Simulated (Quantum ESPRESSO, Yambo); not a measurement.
# KI (Fm-3m): Bethe-Salpeter spectra with Yambo, part 2 of 3

How far does the k mesh set the exciton binding of KI (Fm-3m)?

Quantum ESPRESSO 7.5 and Yambo 5.3.0; PBE and many-body steps on it, plane waves. Known limits of the many-body steps: not at the basis limit; no spin-orbit coupling in some runs; bindings not settled in the k mesh.

So far. Step 4 (Screening and self-energy, 4×4×4 mesh, 147 bands …): The gap on the mesh goes from 3.97 eV to 6.02 eV, a correction of +2.06 eV. Step 5 (Empty states on the mesh, 4×4×4 mesh, 66 bands): On this mesh the gap is 3.643 eV.

**7. Excitons**

Optical absorption needs the electron-hole interaction, solved here in a basis of vertical transitions on the mesh.

This step: Bethe-Salpeter equation on PBE with a scissors shift with spin-orbit coupling, plane waves, norm-conserving pseudopotentials.

Contents of bse3.in:

```
optics
bss
bse
em1s
dipoles
rim_cut
RandQpts= 1000000
RandGvec= 1 RL
Chimod= "HARTREE"
BSKmod= "SEX"
BSEmod= "resonant"
BSSmod= "d"
BSENGexx= 20 Ry
BSENGBlk= 4 Ry
% BSEQptR
 1 | 1 |
%
% BSEBands
 21 | 28 |
%
% BEnRange
 0 | 8 | eV
%
% BDmRange
 0.1 | 0.1 | eV
%
BEnSteps= 161
% BLongDir
 1 | 0 | 0 |
%
% BndsRnXs
 13 | 66 |
%
NGsBlkXs= 4 Ry
% LongDrXs
 1 | 1 | 1 |
%
% KfnQP_E
 2.057 | 1.0 | 1.0 |
%
WRbsWF
FFTGvecs= 34 Ry
```

The run is started by

```sh
> OMP_NUM_THREADS=2 mpirun -n 2 yambo -F bse3.in -J bse3 -C bse3 > bse3.log
```

What it wrote:

```text
 Yambo, version 5.3.0

 [02] CORE Variables Setup
 =========================

  [... cell, symmetries and grids as in the set-up ...]

  [02.05] Energies & Occupations
  ==============================

  [X] === General ===
  [X] Electronic Temperature                        :  0.000000  0.000000 [eV K]
  [X] Bosonic    Temperature                        :  0.000000  0.000000 [eV K]
  [X] Finite Temperature mode                       : no
  [X] El. density                                   :  0.29485E+24 [cm-3]
  [X] Fermi Level                                   :  2.769083 [eV]

  [X] === Gaps and Widths ===
  [X] Conduction Band Min                           :  3.642951 [eV]
  [X] Valence Band Max                              :  0.000000 [eV]
  [X] Filled Bands                                  :  26
  [X] Empty Bands                                   :   27   66
  [X] Direct Gap                                    :  3.642951 [eV]
  [X] Direct Gap localized at k                     :  1
  [X] Indirect Gap                                  :  3.642951 [eV]
  [X] Indirect Gap between kpts                     :  1  1
  [X] Last valence band width                       :  0.691856 [eV]
  [X] 1st conduction band width                     :  2.444263 [eV]

 [03] Transferred momenta grid and indexing
 ==========================================

 [BZ sampling] Q-grid is User defined and/or read from the database

 IBZ Q-points                                      :   8
 BZ  Q-points                                      :   64

 K/Q-points units:
 rlu = crystal or reduced units; cc = cartesian coordinates; iku = interal k-units

 Q [1]          [rlu]:  0.000000  0.000000  0.000000
 Q [2]          [rlu]: -0.66843E-18 -0.66843E-18  0.25000
 Q [3]          [rlu]:  0.13369E-17  0.13369E-17 -0.50000
 Q [4]          [rlu]: -0.20426E-17  0.25000      0.25000
 Q [5]          [rlu]:  0.31425E-16  0.25000      0.50000
 Q [6]          [rlu]:  0.13369E-17  0.25000     -0.25000
 Q [7]          [rlu]:  0.40852E-17 -0.50000     -0.50000
 Q [8]          [rlu]:  0.250000 -0.500000 -0.250000

  [03.01] X + BSE indexes
  =======================

   [03.01.01] Sigma indexes
   ========================

 [04] Coloumb potential Random Integration (RIM)
 ===============================================

  [04.01] RIM initialization
  ==========================

  * Diagonal components only detected *

  8 x (sBL volume)        :  0.052104 [a.u.]
  sBZ random points       :  1000000
  Points outside the sBZ  :   7968281
  RL volume               :  0.416836 [a.u.]
  Integrated volume       :  0.418495 [a.u.]

  [04.02] RIM integrals
  =====================

  Gamma point sphere radius             :  0.067750 [a.u.]
  Points outside the sphere             :   800476
  [Int_sBZ(q=0) 1/q^2]*(Vol_sBZ)^(-1/3) =:  7.776341
                                 should be <:  7.795600

  Summary of Coulomb integrals for non-metallic bands |Q|[au] RIM/Bare

  Q [1] 0.100000E-4 0.997530 * Q [2] 0.203768 1.068480
  Q [4] 0.235291 1.066792 * Q [6] 0.332752 1.029814
  Q [5] 0.390186 1.022655 * Q [3] 0.407536 1.020683
  Q [7] 0.470582 1.017590 * Q [8] 0.526126 1.014612

 [05] External/Internal QP corrections
 =====================================

 [QP_apply] Action to be applied: USER defined scissor

  [05.01]  QP corrections report
  ==============================

  [K+QP] === General ===
  [K+QP] Electronic Temperature                     :  0.000000  0.000000 [eV K]
  [K+QP] Bosonic    Temperature                     :  0.000000  0.000000 [eV K]
  [K+QP] Finite Temperature mode                    : no
  [K+QP] El. density                                :  0.29485E+24 [cm-3]
  [K+QP] Fermi Level                                :  0.000000 [eV]

  [K+QP] === Gaps and Widths ===
  [K+QP] Conduction Band Min                        :  5.699951 [eV]
  [K+QP] Valence Band Max                           :  0.000000 [eV]
  [K+QP] Filled Bands                               :  26
  [K+QP] Empty Bands                                :   27   66
  [K+QP] Direct Gap                                 :  5.699951 [eV]
  [K+QP] Direct Gap localized at k                  :  1
  [K+QP] Indirect Gap                               :  5.699951 [eV]
  [K+QP] Indirect Gap between kpts                  :  1  1
  [K+QP] Last valence band width                    :  0.691856 [eV]
  [K+QP] 1st conduction band width                  :  2.444263 [eV]

  [coarse-grid] Minimum Bare Gap        [ev]:  3.642951
  [coarse-grid] Minimum Gap Correction  [ev]:  2.057000

  Eqp @ K [1]
  -44.05977 -44.05977 -44.05977 -44.05977 -42.34802 -42.34802 -42.34802 -42.34802
  -42.34616 -42.34616 -28.81599 -28.81599 -12.48236 -12.48236 -12.21660 -12.21660
   -12.2166     -12.2166     -10.8073     -10.8073     -1.02369     -1.02369    -0.124965E-5 -0.666800E-6
  -0.399998E-6   0.00000      5.69995      5.69995      8.23698      8.23698      8.23698      8.23698
    8.25288   8.25288   8.96337   8.96337   8.96337   8.96337  11.56201  11.56201
   14.47201  14.47201  14.56047  14.56047  14.56047  14.56047  14.71876  14.71876
[...]
Eqp @ K [2]
[...]
Eqp @ K [3]
[...]
Eqp @ K [4]
[...]
Eqp @ K [5]
[...]
[... 2 further k-points ...]
  Eqp @ K [8]
[...]
9.92928   9.92928  10.57727  10.57727  11.33764  11.33764  11.68093  11.68093
   12.05324  12.05324  12.15032  12.15032  13.91142  13.91142  14.30662  14.30662
   14.37695  14.37695  16.93478  16.93478  17.83872  17.83872  18.21161  18.21161

 [06] Dipoles
 ============

  [06.01] Setup: observables and procedures
  =========================================

  [WARNING] [x,Vnl] slows the Dipoles computation. To neglect it rename the ns.kb_pp file

  [WARNING] [r,Vnl^pseudo] included in position and velocity dipoles.

  [WARNING] In case H contains other non local terms, these are neglected

 [07] Static Dielectric Matrix
 =============================

 [WR./bse3//ndb.em1s]------------------------------------------------------------
  Brillouin Zone Q/K grids (IBZ/BZ)                :    8   64    8   64
  RL vectors                                       :  2085 [WF]
  Coulomb cutoff potential                         : none
  Electronic Temperature                           :  0.000000 [K]
  Bosonic    Temperature                           :  0.000000 [K]
  Static diel. fun.  energies                      : Perdew, Burke & Ernzerhof(X)+Perdew, Burke & Ernzerhof(C)
  wavefunctions                                    : Perdew, Burke & Ernzerhof(X)+Perdew, Burke & Ernzerhof(C)
  Global Gauge                                     : length
  X matrix size                                    :   89
  X band range                                     :   13   66
  X e/h energy range                               : -1.000000 -1.000000 [eV]
  X Time ordering                                  : T
  X Hxc Kernel                                     : HARTREE
  X Drude frequency                                :  0.000000  0.000000
  X poles                                          :  100.0000 [o/o]
  RL vectors in the sum                            :  2085
  [r,Vnl] included                                 : yes
  Field direction                                  :  0.577350E-5  0.577350E-5  0.577350E-5
  BZ energy Double Grid                            : no
  BZ energy DbGd points                            : 0
  BZ Q point size factor                           : -1.000000
  X Optical Averaged directions                    : none

 [08] Bethe Salpeter Equation driver
 ===================================

  [08.01] Bethe Salpeter Equation @q1
  ===================================

   [08.01.01] Transition pre-analysis @q1
   ======================================

   [08.01.02] Transition Groups build-up @q1
   =========================================

   [BSK] Transition groups (total):  16
   [BSK] Size (resonant):   768
   [BSK]         (total):   768
   [BSK] N. of matrices :  1

   [08.01.03] Loading Dipoles @q1
   ==============================

   [08.01.04] Independent Particles properties @q1
   ===============================================

   ==========================================================

   [BSE] Exchange components :   941
   [BSE] Correlation components :    89   387

    [08.01.05.01] Screened interaction header I/O
    =============================================

    [08.01.05.02] Main kernel loop
    ==============================

    [08.01.05.03] Wave-Function Phases
    ==================================

    [BSE] WF phases found       :  18.48958 [o/o]

   [08.01.06] BSE solver(s) @q1
   ============================

   [08.01.07] Diago Solver @q1
   ===========================

 [11] Game Over & Game summary
```

The job ended after 19 s (2 MPI ranks of Arm Neoverse V1, shared host; peak memory 0.66 GiB; 64 s of CPU time).

This step gave:

```
transitions in the window                                      : 768
direct gap of the transition levels                            : 5.700 eV
lowest state                                                   : 4.839 eV
first strong exciton (over a fiftieth of the strongest listed) : 4.859 eV
binding of the lowest state below the direct gap               : 0.8607 eV
Coulomb term of one mesh cell                                  : 0.8652 eV
```

The binding is 0.99 times the screened Coulomb term of one mesh cell (0.87 eV), so it is not shown settled.

The lowest state lies at 4.839 eV, 0.861 eV under the direct gap.

Lines within 3 meV are set at the lowest of them, and the highest group, which the list may cut short, is left out. Exciton lines, with heights relative to the strongest:

```
position (eV)  lines merged  strength, relative
        4.839             5                 0.0
        4.859             3                  43
        5.795             2                 0.0
        5.799             3                 0.0
        5.819             3                 1.6
        5.828             1                 0.0
        5.873             3                 100
        6.163             3                 3.8
```

The ε₂ has structure finer than the step of the table below, so its rows give means over 0.25 eV, whole bins alone (the curve runs from 0 to 8 eV). Peaks (eV: height): BSE 4.850: 3.11, 5.850: 7.17, 6.550: 3.35; no electron-hole interaction 5.700: 1.08, 7.000: 3.16, 7.300: 3.24, 7.850: 5.65.

Field along x; broadening 0.1 eV; transition window only. Limits: finite bands, cutoff and mesh; exciton not shown settled in the k mesh. ε₂ against photon energy; means over each step:

```
photon energy (eV)      BSE  no electron-hole interaction
              0.25  0.00648                       0.00406
              0.50  0.00710                       0.00436
              0.75  0.00780                       0.00469
              1.00  0.00862                       0.00506
              1.25  0.00958                       0.00547
              1.50   0.0107                       0.00594
              1.75   0.0121                       0.00648
              2.00   0.0137                       0.00709
              2.25   0.0158                       0.00780
              2.50   0.0183                       0.00863
              2.75   0.0216                       0.00960
              3.00   0.0259                        0.0108
              3.25   0.0319                        0.0122
              3.50   0.0406                        0.0139
              3.75   0.0542                        0.0160
              4.00   0.0782                        0.0188
              4.25    0.131                        0.0225
              4.50    0.312                        0.0278
              4.75     1.67                        0.0359
              5.00     1.43                        0.0509
              5.25    0.462                        0.0893
              5.50    0.728                         0.317
              5.75     3.73                         0.740
              6.00     4.15                         0.210
              6.25     2.70                         0.174
              6.50     2.75                         0.309
              6.75     2.13                         0.905
              7.00     1.95                          2.58
              7.25     1.39                          2.85
              7.50     1.08                          2.52
              7.75    0.630                          3.74
```

**8. Empty states on the mesh, 6×6×6 mesh, 66 bands**

This step: Quantum ESPRESSO 7.5; DFT, PBE with spin-orbit coupling, plane waves, norm-conserving pseudopotentials.

Contents of pw.in:

```
&control
  calculation = 'nscf'
  prefix = 'x'
  outdir = 'o'
  pseudo_dir = 'pseudo'
/
&system
  ibrav = 0
  nat = 2
  ntyp = 2
  ecutwfc = 76.0
  nbnd = 66
  force_symmorphic = .true.
  noncolin = .true.
  lspinorb = .true.
/
&electrons
  conv_thr = 1e-9
  electron_maxstep = 80
  diago_full_acc = .true.
  diago_thr_init = 5e-6
/
ATOMIC_SPECIES
  K 39.098 K.upf
  I 126.9 I.upf
CELL_PARAMETERS angstrom
  0.0000000000 3.5327750000 3.5327750000
  3.5327750000 0.0000000000 3.5327750000
  3.5327750000 3.5327750000 -0.0000000000
ATOMIC_POSITIONS crystal
  K 0.0000000000 0.0000000000 0.0000000000
  I 0.5000000000 0.5000000000 0.5000000000
K_POINTS automatic
  6 6 6 0 0 0
```

The run is started by

```sh
> OMP_NUM_THREADS=1 mpirun -n 4 pw.x -nk 4 -in pw.in > pw.out
```

What it wrote:

```text
[banner, memory and clock lines left out]
Program PWSCF v.7.5 starts

     Atomic positions and unit cell read from directory:
     o/x.save/

     Message from routine setup:
     using ibrav=0 with symmetry is DISCOURAGED, use correct ibrav instead

     G-vector sticks info

     bravais-lattice index     =            0
     lattice parameter (alat)  =       9.4413  a.u.
     unit-cell volume          =     595.0789 (a.u.)^3
     number of atoms/cell      =            2
     number of atomic types    =            2
     number of electrons       =        26.00
[...]
22.9880  22.9880

          k = 0.1179 0.1179-0.1179 (  6645 PWs)   bands (ev):

[...]
22.6405  22.6405

          k = 0.2357 0.2357-0.2357 (  6634 PWs)   bands (ev):

[...]
14.8835  14.8835  16.4954  16.4954  17.8295  17.8295  18.7301  18.7301
    18.8175  18.8175  19.8045  19.8045  19.8079  19.8079  23.3569  23.3569
    23.4544  23.4544

          k =-0.3536-0.3536 0.3536 (  6658 PWs)   bands (ev):

     [... further k-points ...]

     highest occupied, lowest unoccupied level (ev):     2.7691    6.4120

     XML data file, pseudopotentials, collected wavefunctions
```

Run time: 46 s. Hardware: 4 MPI ranks; peak memory 0.59 GiB; 3.1 min of CPU time.

Numbers from this step:

```
gap                                                           : 3.643 eV
k of the valence top                                          : 0, 0, 0
k of the conduction bottom                                    : 0, 0, 0
least direct gap                                              : 3.643 eV
k points computed                                             : 16
lowest point of the top converged band, above the valence top : 17.36 eV
```

On this mesh the gap is 3.643 eV.

**9. Conversion and set-up**

This step: Yambo 5.3.0; conversion and set-up on PBE with spin-orbit coupling, plane waves, norm-conserving pseudopotentials.

The run is started by

```sh
> (cd o/x.save; p2y > p2y.log; mv SAVE ../..); yambo > setup.log
```

What it wrote:

```text
 Yambo, version 5.3.0

 [02] CORE Variables Setup
 =========================

  [02.01] Unit cells
  ==================

  Cell kind             :  FCC
  Atoms in the cell     :  K  I
  number of K  atoms    :  1
  number of I  atoms    :  1

  List of atomic masses
  Mass of K     :  39.09800
  Mass of I     :  126.9000

  List of atomic coordinates    : [cc]
  K1       :  0.000000  0.000000  0.000000  order 1
  I1       :  6.675977  6.675977  6.675977  order 2

  Alat factors          :  6.675977  6.675977  6.675977 [a.u.]
  Direct lattice volume :  595.0789 [a.u.]
[...]
Q [ 1]         [rlu]:  0.000000  0.000000  0.000000
 Q [ 2]         [rlu]: -0.42040E-17 -0.42040E-17  0.16667
 Q [ 3]         [rlu]: -0.84080E-17 -0.84080E-17  0.33333
[...]
Q [ 8]         [rlu]:  0.48071E-17  0.16667     -0.33333
 Q [ 9]         [rlu]:  0.84080E-17  0.16667     -0.16667
 Q [10]         [rlu]: -0.27235E-17  0.33333      0.33333
     [... 4 further rows ...]
 Q [15]         [rlu]:  0.166667  0.333333 -0.333333
 Q [16]         [rlu]:  0.166667 -0.500000 -0.333333

  [03.01] X indexes
  =================

   [03.01.01] Sigma indexes
   ========================

 [06] Game Over & Game summary
```

Elapsed: 4.8 s, on 1 MPI rank; peak memory 0.26 GiB.

[end of part 2 of 3]

[Paths, hosts, dates, memory and timing lines, banners, echoed tables and standing remarks are left out of the program output.]

[Logs are printed without paths, hosts, clocks, repeated set-up lines and the standing remarks that a program may print on its own settings, such as how far it seeks lower states.]

[Runs of the session that timed out or met a known fault of the program may be left out.]

[Hosts, paths, dates, database ids (printed as entryN), source tags and the programs' standing remarks are cut or masked in the printed files.]
